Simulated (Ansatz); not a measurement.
# TaC: the cost of one run

Computed with Ansatz 0.2.0 (DFT r2SCAN, scalar-relativistic, plane waves, PAW, unless a step's input says otherwise).

The COD entry's cell or inner coordinates are ideal or old and differ from later refinements, so a difference from it is no clean test against experiment.

4 further runs of the same task are left out: 3 that didn't finish, 1 set aside as unsound or not needed.

### 1 The system as given

It takes space group Fm-3m (No. 225, cubic). Conventional cell: a = 4.462 Å, b = 4.462 Å, c = 4.462 Å, α = 90.00°, β = 90.00°, γ = 90.00°. Ta (site symmetry m-3m) has 6 C at 2.23 Å as nearest neighbours. Around C (site symmetry m-3m) lie 6 Ta at 2.23 Å.

Coordinates:

```cif
data_structure
_symmetry_space_group_name_H-M 'P 1'
_symmetry_Int_Tables_number 1
_cell_length_a 3.1551
_cell_length_b 3.1551
_cell_length_c 3.1551
_cell_angle_alpha 60.000
_cell_angle_beta 60.000
_cell_angle_gamma 60.000
_cell_volume 22.21
loop_
_atom_site_label
_atom_site_type_symbol
_atom_site_fract_x
_atom_site_fract_y
_atom_site_fract_z
_atom_site_occupancy
Ta1 Ta 0.00000 0.00000 0.00000 1
C1 C 0.50000 0.50000 0.50000 1
```

It is the result of an earlier relaxation at this level (volume 11.10 Å³/atom; gap on the mesh: none (metal)).

### 2 Bands, states and charges

Contents of input.yaml:

```yaml
crystal:
  lattice:
    - [0.0, 2.2310172656, 2.2310172656]
    - [2.2310172656, 0.0, 2.2310172656]
    - [2.2310172656, 2.2310172656, 0.0]
  atoms:
    - { symbol: Ta, position: [0.0, 0.0, 0.0] }
    - { symbol: C, position: [0.5, 0.5, 0.5] }
basis:
  ecutwfc: 500
kpoints:
  mp_grid: { grid: [16, 16, 16] }
  band_path:
    path:
      - [[0.0, 0.0, 0.0], [0.5, 0.0, 0.5], [0.625, 0.25, 0.625]]
      - [[0.375, 0.375, 0.75], [0.0, 0.0, 0.0], [0.5, 0.5, 0.5], [0.5, 0.25, 0.75], [0.5, 0.0, 0.5]]
    npoints: 14
hamiltonian:
  xc: r2scan
scf:
  occupations: { method: gaussian, width: 0.1 }
  n_extra_bands: 6
output:
  forces: true
  stress: true
  eigenvalues: true
  populations: true
  dos: { projected: true, de: 0.02, nscf_kmesh: { grid: [24, 24, 24] } }
  bader: true
```

On the command line:

```bash
ansatz run input.yaml --threads 1 --pin off --max-ram 2560MiB --backend cpu --events-out ev --progress --plain --runs-dir out
```

Q: Estimate wall time and peak memory on 1 thread of Intel Xeon Platinum 8259CL at 2.50GHz (Skylake/Cascade Lake), shared host.

About 38 s, with a peak of 0.47 GiB.
